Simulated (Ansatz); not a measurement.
## Random displacements in Si

Computed with DFT LDA, scalar-relativistic, plane waves, PAW in Ansatz. Cutoff 420 eV, Γ-centred 10×10×10 k-points, Gaussian smearing of 0.03 eV. No spin polarisation. Energies are free energies at this smearing, counted from the undisturbed cell; pressure is positive in compression.

Reference structure (relaxed at this level; this form isn't the usual structure):

```
Si
1.0
    -3.30127    3.30127    1.90836
     3.30127   -3.30127    1.90836
     3.30127    3.30127   -1.90836
Si
4
Direct
  0.17884 0.17884 0.35769
  0.82116 0.82116 0.64231
  0.17884 0.82116 0.00000
  0.82116 0.17884 0.00000
```

The atoms are displaced (Å, in the unstrained cell):

```
atom ux uy uz
 Si1  -0.010   0.058  -0.008
 Si2   0.015   0.078   0.030
 Si3  -0.022  -0.093   0.024
 Si4   0.016  -0.043  -0.045
```

Strain (Voigt, engineering shear): (-0.0145, 0.0174, 0.0299, 0.0238, 0.0015, -0.0189).

Q: What are the energy change, the stress and the forces?

A: ΔE = 68.6 meV/atom; stress (xx, yy, zz, yz, xz, xy; compression positive) (1.07, -0.08, -6.22, -1.09, -1.14, 0.40) GPa; gap on the mesh 0.03 eV.
```tsv
atom	Fx (eV/Å)	Fy	Fz
Si1	0.43	-0.60	0.50
Si2	-0.44	-1.66	-0.55
Si3	-0.34	1.74	-0.56
Si4	0.34	0.51	0.62
```

Cost: 1 run of about 0.76 core-minutes, on Intel Xeon Platinum 8375C (Ice Lake) (shared hosts).